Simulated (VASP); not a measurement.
# MgS in VASP: one cell, several levels of theory

Zincblende MgS, under -1.8 % strain along [111] alone is computed at one geometry. Runs: PBE, r2SCAN. The results are then set beside those of Ansatz 0.2.0 for the same cell. This is a trial cell built on a prototype, not taken from a measured structure, and it needn't be the compound's ground state.

Code: VASP 6.6.1. PAW datasets, plane waves. No spin polarisation. The prototype was imposed, so other structures may be more stable.

## (1) The structure to begin with

The cell comes from an earlier relaxation with r2SCAN in another program, then strained, with the atoms relaxed again.

It is trigonal, R3m (No. 160); conventional cell a = 4.003 Å, c = 9.629 Å, 22.28 Å³ an atom. Mg has 4 S at 2.43–2.44 Å; S has 4 Mg at 2.43–2.44 Å.

As a file:

Space group R3m:H (No. 160). a = 4.003 Å, b = 4.003 Å, c = 9.629 Å, α = 90.00°, β = 90.00°, γ = 120.00°
| atom | site | symmetry | x | y | z |
| --- | --- | --- | --- | --- | --- |
| Mg | 3a | 3m | 0.3333 | 0.6667 | 0.6655 |
| S | 3a | 3m | 0.3333 | 0.6667 | 0.9179 |

## (2) PBE at this geometry

Contents of INCAR:

```
ENCUT = 520.000000
SIGMA = 0.020000
EDIFF = 1.00e-07
GGA = PE
PREC = Accurate
IBRION = -1
ISIF = 2
ISMEAR = -1
NBANDS = 11
NELM = 120
NSW = 0
LASPH = .TRUE.
LCHARG = .FALSE.
LWAVE = .FALSE.
LREAL = .FALSE.
```

Contents of KPOINTS:

```
KPOINTS created by Atomic Simulation Environment
0
Gamma
8 8 8
0 0 0
```

Contents of KPOINTS_OPT:

```
special points
6
Reciprocal
0.0000000000 0.0000000000 0.0000000000 1
-0.5000000000 -0.5000000000 0.0000000000 1
-0.3750000000 -0.3750000000 0.2500000000 1
-0.3750000000 0.0000000000 0.3750000000 1
0.0000000000 0.0000000000 0.5000000000 1
-0.5000000000 -0.2500000000 0.2500000000 1
```

Contents of POSCAR:

```
Mg S
 1.0000000000000000
    -0.0341592472000000    2.7967175917999998    2.7967175917999998
     2.7967175917999998   -0.0341592472000000    2.7967175917999998
     2.7967175917999998    2.7967175917999998   -0.0341592472000000
 Mg  S
   1   1
Cartesian
 -0.0066497604646519 -0.0066497604646519 -0.0066497604646519
  1.3964687445646522  1.3964687445646522  1.3964687445646520
```

The run uses the recommended PBE PAW datasets (8 valence electrons a neutral cell).

Started as:

```
$ mpirun -np 1 vasp_std
```

## (3) Single point with r2SCAN

Contents of INCAR:

```
ENCUT = 520.000000
SIGMA = 0.010000
EDIFF = 1.00e-07
ALGO = Normal
METAGGA = R2SCAN
PREC = Accurate
IBRION = -1
ISIF = 2
ISMEAR = 0
NBANDS = 11
NELM = 120
NSW = 0
LASPH = .TRUE.
LCHARG = .FALSE.
LWAVE = .FALSE.
LREAL = .FALSE.
```

KPOINTS is that of step 2.

KPOINTS_OPT is that of step 2.

POSCAR is that of step 2.

**Question.** What will these runs give? Wanted: for each run, gap; pressure; Ansatz: gap; Ansatz: pressure.

**Answer**, as computed:

| level | gap (eV) | pressure (GPa) | Ansatz: gap (eV) | Ansatz: pressure (GPa) |
| --- | --- | --- | --- | --- |
| PBE | 3.47 | 2.05 | 3.48 | 2.20 |
| r2SCAN | 4.15 | 0.85 | 4.16 | 1.13 |

What this shows: The gap runs from 3.47 eV (PBE) to 4.15 eV (r2SCAN). At this one volume the pressure spans 0.8 GPa (r2SCAN) to 2.0 GPa (PBE): PBE wants the largest cell and r2SCAN the smallest. The two programs agree on the gap within 0.02 eV, far less than the spread between functionals. Each program uses its own PAW datasets and cutoff. VASP's cell holds 8 valence electrons and Ansatz's 16.
